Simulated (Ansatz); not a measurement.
## KBr, explained

**What was measured.** A cell as deposited of cubic KBr (space group Fm-3m), temperature not stated, from the Crystallography Open Database (1969, doi:10.1177/000271625731300103), has a = 6.585 Å and 35.69 Å³/atom.

Level of theory: DFT, PBE, scalar-relativistic, no spin polarisation; plane waves to 420 eV with PAW datasets (Ansatz 0.2.0), Γ-centred 10×10×10 mesh, 0.05 eV Gaussian smearing; PAW files: Ansatz's generated set soft_2.

The chain of runs began from a cell as deposited in COD, expanded in volume. Of that entry: the entry's cell lengths or inner coordinates differ somewhat from later room-temperature determinations.

The relaxed structure (symmetry read at 0.01 Å). The structure is cubic, space group Fm-3m (No. 225). Conventional cell: a = 6.705 Å, b = 6.705 Å, c = 6.705 Å, α = 90.00°, β = 90.00°, γ = 90.00°. K (site symmetry m-3m) has 6 Br at 3.35 Å as nearest neighbours. Around Br (site symmetry m-3m) lie 6 K at 3.35 Å. (Shells end 15 % past the nearest neighbour.)

Should it be a metal or an insulator?

Formal charges K⁺, Br⁻ balance and leave closed shells on every ion, so a band insulator is expected, and the gap is 4.31 eV.

What kind of gap is it?

It is direct, 4.31 eV. Within 0.6 eV of the edges the projected states are 99 % Br 4p at the top of the valence band and 77 % K 4s at the bottom of the conduction band. Crossing the gap moves an electron from the anion's filled p shell to the metal's empty orbitals, as in ionic insulators.

What fixes the bond lengths?

Shannon's ionic radii give a check on the bond lengths: K⁺ with 6 neighbours 1.38 Å + Br⁻ 1.96 Å = 3.34 Å against a computed mean of 3.35 Å. Sums and bonds agree within 3 %, so ion sizes set the bond lengths.

How ionic is it?

Bader charges against formal ones: K +0.83 (+1), Br −0.83 (−1). The cations give up 83 % of the formal charge; Bader charges stay under formal ones because the anions' density reaches into the cations' basins, though a share this high marks a strongly ionic bond.

How stiff is it, in energy terms?

B0·V0 = 13.5 GPa × 37.69 Å³ = 3.17 eV/atom sets the scale: near the minimum ΔE ≈ ½ B0 V0 x², with x = V/V0 − 1, and a pressure of 0.13 GPa squeezes the volume by about 1 %. At the ends of the curve: x = −4.0 % predicts 2.5 meV/atom and the run gives 2.8; x = +4.0 % predicts 2.5 meV/atom and the run gives 2.3. Compression costs more and expansion less than the parabola says, since the crystal stiffens as it shrinks; B0′ measures that.

All results together:

* Volume: 37.69 Å³/atom
* Band gap: 4.31 eV
* Smallest direct gap: 4.31 eV
* Bader charges: K 0.83; Br -0.83 e
* Formation energy from the elements (0 K, uncorrected): -1.77 eV/atom
* Bulk modulus (Birch–Murnaghan): 13.5 GPa
* Pressure derivative B0′: 4.8

**Against experiment.** PBE gives 6.705 Å and 37.69 Å³/atom, +5.6 % in volume (+1.8 % in length) from the database's cell. PBE usually overestimates volumes, but by less than this. The static lattice also lacks zero-point motion and thermal expansion, roughly 2.5 to 6.1 % in volume at 300 K (room temperature assumed) by Grüneisen's rule, γ·3k_BT/(B0·V0) with γ of 1 to 2.5, so its own overestimate is larger than the figure. The database's entry may also be off.

Kohn–Sham gaps of semilocal functionals lie under measured ones, often by a third or more.
